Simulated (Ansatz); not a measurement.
A crystal relaxed with r2SCAN in Ansatz has space group Fm-3m (No. 225) and a = 5.785 Å.

```
atom  site       x       y       z
  Ag    4a  0.0000  0.0000  0.0000
  Xx    4b  0.5000  0.0000  0.0000
```

With r2SCAN the valence top lies at L and the conduction bottom at Γ, 1.29 eV higher; the smallest vertical gap, at Γ, is 3.20 eV. HSE06 gives an indirect gap of 2.03 eV, from L to Γ; the least direct gap is 3.77 eV at Γ. The PBE gap is indirect, 0.68 eV (L to Γ), below the direct gap of 2.53 eV at Γ. Meshes: r2SCAN 8×8×8, HSE06 6×6×6, PBE 8×8×8. r2SCAN's ε∞ is 5.2 in all directions.

Q: Which element is Xx?
A. I
B. Cl
C. Br
D. H

A: C. Xx is Br: AgBr built on the rocksalt prototype. Ag has 6 Br at 2.89 Å; Br has 6 Ag at 2.89 Å.

No spin polarisation and no zero-point or thermal motion.

The runs are scalar-relativistic, without spin-orbit coupling.

The meshes of the hybrids are coarse, so their gaps aren't converged to the digits shown.
